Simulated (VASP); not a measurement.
# CdF2: from the relaxed cell to its vibrations, part 2 of 2

What lattice, stiffness and vibrations does CdF2 have at one level of theory? The starting structure is a measured crystal structure from the Crystallography Open Database. All runs use LDA.

VASP 6.6.1.

So far. Step 3 (Elastic constants): The elastic tensor has C11 = 206.5, C12 = 90.2, C44 = 27.7 GPa; its Hill averages are a bulk modulus of 129.0 and a shear modulus of 37.4 GPa. Step 4 (Modes of the relaxed cell): The zone-centre modes at 12.509 Å³ an atom are T2g 320.5, T1u 244.7 cm⁻¹.

## 5. Modes at 0.97 of that volume

Level of this step: LDA; plane waves and PAW (Cd, F) (VASP).

Shape and positions were first relaxed at this volume, in a run that isn't shown.

File INCAR:

```
SYSTEM = CdF2
PREC = Accurate
ENCUT = 560
EDIFF = 1E-08
NELM = 100
ISMEAR = 0
SIGMA = 0.03
LREAL = .FALSE.
ALGO = Normal
GGA = CA
NBANDS = 19
LORBIT = 11
LWAVE = .FALSE.
LCHARG = .FALSE.
KPAR = 4
IBRION = 8
LEPSILON = .TRUE.
LPEAD = .TRUE.
ISIF = 2
```

File POSCAR:

```
CdF2
1.0
    0.0000000000      2.6304712321      2.6304712321
    2.6304712321      0.0000000000      2.6304712321
    2.6304712321      2.6304712321      0.0000000000
Cd F
1 2
Direct
    0.0000000000      0.0000000000      0.0000000000
    0.7500000000      0.7500000000      0.7500000000
    0.2500000000      0.2500000000      0.2500000000
```

File KPOINTS:

```
Automatic mesh
0
Gamma
14 14 14
0 0 0
```

PAW data sets: Cd and F (LDA family, release 64).

On the command line:

```console
mpirun -np 4 vasp_std
```

Output:

```text
[... set-up lines as in an earlier step ...]
 entering main loop
       N       E                     dE             d eps       ncg     rms          rms(c)
DAV:   1     0.210806046510E+03    0.21081E+03   -0.16445E+04  4080   0.150E+03
DAV:   2    -0.472436207272E+01   -0.21553E+03   -0.20740E+03  4258   0.372E+02
DAV:   3    -0.141655434685E+02   -0.94412E+01   -0.94146E+01  4368   0.858E+01
DAV:   4    -0.142121259434E+02   -0.46582E-01   -0.46578E-01  4276   0.613E+00
[...]
DAV:  13    -0.127210023262E+02    0.64815E-08   -0.13205E-06  4237   0.198E-02    0.220E-03
DAV:  14    -0.127210022968E+02    0.29405E-07   -0.32686E-07  4228   0.555E-03    0.804E-04
DAV:  15    -0.127210022882E+02    0.86488E-08   -0.11883E-08  2617   0.102E-03
   1 F= -.12721002E+02 E0= -.12721002E+02  d E =-.717728E-11
 Linear response reoptimize wavefunctions to high precision
DAV:   1    -0.127210022876E+02    0.58753E-09   -0.43024E-09  3092   0.847E-04
DAV:   2    -0.127210022877E+02   -0.10459E-09   -0.39528E-10  2111   0.193E-04
[...]
RMM:  10    -0.431651624907E+00    0.87892E-08    0.22267E-10 15580   0.272E-05    0.439E-06
 first order change of Fermi-energy   0.53125E-01
 force on displaced ion       1 direction 1 :  -7.437   0.000   0.000
 Born effective charge ion    1 direction 1 :   2.417   0.000   0.000
 Linear response progress:
  Degree of freedom:   2/  2
       N       E                     dE             d eps       ncg     rms          rms(c)
RMM:   1    -0.524305514394E+00   -0.52431E+00    0.68114E-01 31016   0.486E+00
RMM:   2    -0.522170857422E+00    0.21347E-02   -0.43028E-03 24218   0.645E-01    0.153E-01
RMM:   3    -0.523248210879E+00   -0.10774E-02   -0.24951E-04 22141   0.121E-01    0.864E-02
RMM:   4    -0.524562606304E+00   -0.13144E-02   -0.16563E-04 22211   0.884E-02    0.121E-02
[...]
RMM:   9    -0.524535343590E+00    0.71765E-07   -0.98728E-09 26548   0.959E-05    0.101E-05
RMM:  10    -0.524535308641E+00    0.34948E-07   -0.93994E-09 27147   0.347E-05    0.378E-06
RMM:  11    -0.524535306615E+00    0.20269E-08   -0.10027E-08 22984   0.289E-05    0.842E-07
 first order change of Fermi-energy  -0.39783E-01
 force on displaced ion       2 direction 1 :  -5.926   0.000   0.000
 Born effective charge ion    2 direction 1 :  -1.209   0.000   0.000
 Born effective charges drift removed
 Linear response finished
```

It took 3.6 min on 4 MPI ranks of Intel Xeon 6975P-C (Granite Rapids), shared host; peak memory 3.9 GiB.

From OUTCAR (step 5):

```text
  Total        0.9540718      0.9540718      0.9540718     -0.0000000      0.0000000      0.0000000
  in kB       41.9914601     41.9914601     41.9914601     -0.0000000      0.0000000      0.0000000
  external PRESSURE =      41.9914601 kB  Pullay stress =       0.0000000 kB

 POSITION                                       TOTAL-FORCE (eV/Angst)
 -----------------------------------------------------------------------------------
      0.00000      0.00000      0.00000         0.000000     -0.000000     -0.000000
      3.94571      3.94571      3.94571         0.000000      0.000000      0.000000
      1.31524      1.31524      1.31524        -0.000000     -0.000000     -0.000000
 -----------------------------------------------------------------------------------
    total drift:                                0.000000     -0.000000      0.000000

 MACROSCOPIC STATIC DIELECTRIC TENSOR (including local field effects in DFT)
 ------------------------------------------------------
           2.876776     0.000000    -0.000000
           0.000000     2.876776    -0.000000
           0.000000     0.000000     2.876776
 ------------------------------------------------------

 MACROSCOPIC STATIC DIELECTRIC TENSOR IONIC CONTRIBUTION
 ------------------------------------------------------
           3.903361     0.000000     0.000000
           0.000000     3.903361    -0.000000
           0.000000    -0.000000     3.903361
 ------------------------------------------------------

[... 1 part as in an earlier step ...]

[... 1 further part left out ...]
```

The zone-centre modes at 12.134 Å³ an atom are T2g 341.1, T1u 267.0 cm⁻¹.

## 6. Modes at 1.03 of that volume

Shape and positions were first relaxed at this volume, in a run that isn't shown.

INCAR is that of step 5.

File POSCAR:

```
CdF2
1.0
    0.0000000000      2.6836263863      2.6836263863
    2.6836263863      0.0000000000      2.6836263863
    2.6836263863      2.6836263863      0.0000000000
Cd F
1 2
Direct
    0.0000000000      0.0000000000      0.0000000000
    0.7500000000      0.7500000000      0.7500000000
    0.2500000000      0.2500000000      0.2500000000
```

KPOINTS is that of step 5.

On the command line:

```console
mpirun -np 4 vasp_std
```

Output:

```text
[... set-up lines as in an earlier step ...]
 entering main loop
       N       E                     dE             d eps       ncg     rms          rms(c)
DAV:   1     0.208002443444E+03    0.20800E+03   -0.16204E+04  4072   0.148E+03
DAV:   2    -0.466175740541E+01   -0.21266E+03   -0.20489E+03  4225   0.367E+02
DAV:   3    -0.142306425345E+02   -0.95689E+01   -0.95362E+01  4437   0.855E+01
DAV:   4    -0.142793437075E+02   -0.48701E-01   -0.48695E-01  4237   0.620E+00
[...]
DAV:  13    -0.127275560029E+02   -0.32137E-06   -0.29664E-06  4225   0.166E-02    0.226E-03
DAV:  14    -0.127275559844E+02    0.18475E-07   -0.46066E-08  4213   0.243E-03    0.891E-04
DAV:  15    -0.127275559812E+02    0.32533E-08   -0.15171E-08  3199   0.188E-03
   1 F= -.12727556E+02 E0= -.12727556E+02  d E =-.404434E-19
 Linear response reoptimize wavefunctions to high precision
DAV:   1    -0.127275559814E+02   -0.20600E-09   -0.34608E-09  3140   0.906E-04
DAV:   2    -0.127275559814E+02   -0.95497E-11   -0.12598E-10  2111   0.889E-05
 Linear response to external field (no local field effect), progress :
[...]
RMM:  12    -0.432358546634E+00   -0.43723E-08    0.58107E-10  7655   0.171E-05    0.777E-07
 first order change of Fermi-energy   0.76524E-02
 force on displaced ion       1 direction 1 :  -5.205   0.000   0.000
 Born effective charge ion    1 direction 1 :   2.434   0.000   0.000
 Linear response progress:
  Degree of freedom:   2/  2
       N       E                     dE             d eps       ncg     rms          rms(c)
RMM:   1    -0.525128351806E+00   -0.52513E+00    0.66095E-01 31123   0.476E+00
RMM:   2    -0.522974507743E+00    0.21538E-02   -0.42381E-03 24268   0.622E-01    0.133E-01
RMM:   3    -0.523993205138E+00   -0.10187E-02   -0.23735E-04 22226   0.116E-01    0.750E-02
RMM:   4    -0.525242017451E+00   -0.12488E-02   -0.15870E-04 22514   0.850E-02    0.108E-02
[...]
RMM:   9    -0.525213137590E+00    0.36028E-06   -0.19757E-11 26561   0.626E-05    0.864E-06
RMM:  10    -0.525213066177E+00    0.71413E-07    0.22020E-11 26890   0.269E-05    0.349E-06
RMM:  11    -0.525213060566E+00    0.56110E-08    0.11544E-10 24104   0.221E-05    0.486E-07
 first order change of Fermi-energy   0.52085E-04
 force on displaced ion       2 direction 1 :  -4.466  -0.000  -0.000
 Born effective charge ion    2 direction 1 :  -1.217   0.000   0.000
 Born effective charges drift removed
 Linear response finished
```

Wall time 3.6 min (4 MPI ranks); peak memory 4.2 GiB; 12 min of CPU time.

Parts of OUTCAR (step 6):

```text
  Total       -0.8472520     -0.8472520     -0.8472520      0.0000000      0.0000000      0.0000000
  in kB      -35.1177772    -35.1177772    -35.1177772      0.0000000      0.0000000      0.0000000
  external PRESSURE =     -35.1177772 kB  Pullay stress =       0.0000000 kB

 POSITION                                       TOTAL-FORCE (eV/Angst)
 -----------------------------------------------------------------------------------
      0.00000      0.00000      0.00000         0.000000     -0.000000      0.000000
      4.02544      4.02544      4.02544        -0.000000     -0.000000     -0.000000
      1.34181      1.34181      1.34181         0.000000      0.000000      0.000000
 -----------------------------------------------------------------------------------
    total drift:                                0.000000     -0.000000      0.000000

 MACROSCOPIC STATIC DIELECTRIC TENSOR (including local field effects in DFT)
 ------------------------------------------------------
           2.893103     0.000000     0.000000
          -0.000000     2.893103     0.000000
          -0.000000    -0.000000     2.893103
 ------------------------------------------------------

 MACROSCOPIC STATIC DIELECTRIC TENSOR IONIC CONTRIBUTION
 ------------------------------------------------------
           5.330339     0.000000    -0.000000
           0.000000     5.330339     0.000000
          -0.000000     0.000000     5.330339
 ------------------------------------------------------

[... 1 part as in an earlier step ...]

[... 1 further part left out ...]
```

The zone-centre modes at 12.885 Å³ an atom are T2g 301.1, T1u 223.1 cm⁻¹.

## 7. Comparison

```tsv
run	volume (Å³/atom)	T2g	T1u	core minutes
relaxation	12.509	-	-	0.253
elastic constants	12.509	-	-	9.67
modes of the relaxed cell	12.509	320.5	244.7	12.8
modes at 0.97 of that volume	12.134	341.1	267.0	14.4
modes at 1.03 of that volume	12.885	301.1	223.1	14.5
```

Modes are in cm⁻¹, degenerate ones as one, matched by symmetry and order. A number in brackets counts the listed modes of one symmetry from the lowest. The symmetry labels come from an automatic analysis and can be wrong where levels nearly coincide. Core minutes are wall time times ranks of the run shown, on a shared host.

## 8. Outcome

| Quantity | Value |
| --- | --- |
| relaxed volume | 12.51 Å³/atom |
| bulk modulus from two volumes | 127 GPa |
| Hill shear modulus | 37.4 GPa |
| mode T2g | 320.5 cm⁻¹ |
| mode T1u | 244.7 cm⁻¹ |
| Grüneisen parameter of T2g | 2.08 |
| Grüneisen parameter of T1u | 2.99 |

What this shows: At the LDA level CdF2 relaxes to 12.51 Å³ an atom. The bulk modulus is 127.3 GPa from the pressures at two volumes and 129.0 GPa as the Hill average of the elastic tensor, so the two routes agree. The mode Grüneisen parameters, from the cells at 0.97 and 1.03 of the volume, run from 2.08 (T2g) to 2.99 (T1u). The dielectric constants and Born charges in the logs aren't compared here; at a small gap they can be far off, and in a run without a gap they mean nothing. The frequencies are harmonic, and the splitting of polar modes by their long-range field is left out. All values are for a static lattice. Further runs on this material are not shown.

[Lines on the potential files, build, host, timing and source positions are cut from VASP's logs without a mark.]

[Logs are printed without paths, hosts, clocks, repeated set-up lines and the standing remarks that a program may print on its own settings, such as how far it seeks lower states.]

[Hosts, paths, dates, database ids (printed as entryN), source tags and the programs' standing remarks are cut or masked in the printed files.]
